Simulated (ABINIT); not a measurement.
WC (Qusongite):

```
W C
1.0
     2.90650    0.00000    0.00000
    -1.45325    2.51710    0.00000
     0.00000    0.00000    2.83660
W C
1 1
Direct
  0.00000 0.00000 0.00000
  0.66667 0.33333 0.50000
```

Program: ABINIT 10.8.3 (patched build). Alike in all runs: cell as given; smearing fermi-dirac 0.05 eV. Hardware: 1 thread of Arm Neoverse V1, with other jobs on the host.

Problem. Order these runs on this cell by their wall time, lowest first.
A. task band structure; level LDA; potentials or basis PseudoDojo NC SR LDA v0.4.1 standard; spin off; k mesh 10 × 10 × 9; cutoff (eV) 1116; mesh quality not flagged
B. task single point; level LDA; potentials or basis JTH PAW LDA v2.0; spin off; k mesh 4 × 4 × 4; cutoff (eV) 544; fine-grid cutoff 1088.46 eV; mesh quality coarse
C. task band structure; level RPBE; potentials or basis JTH PAW PBE v2.0; spin SOC, no magnetisation; k mesh 10 × 10 × 9; cutoff (eV) 517; fine-grid cutoff 1034.03 eV; mesh quality not flagged
D. task single point; level PBE; potentials or basis JTH PAW PBE v2.0; spin off; k mesh 8 × 8 × 7; cutoff (eV) 517; fine-grid cutoff 1034.03 eV; mesh quality not flagged
E. task band structure; level PBE; potentials or basis JTH PAW PBE v2.0; spin off; k mesh 10 × 10 × 9; cutoff (eV) 517; fine-grid cutoff 1034.03 eV; mesh quality not flagged

Solution. B (4.3 s), D (15 s), E (35 s), A (76 s), C (240 s).

Caveats: some runs use coarse meshes.

Not every run made on this cell is shown here.
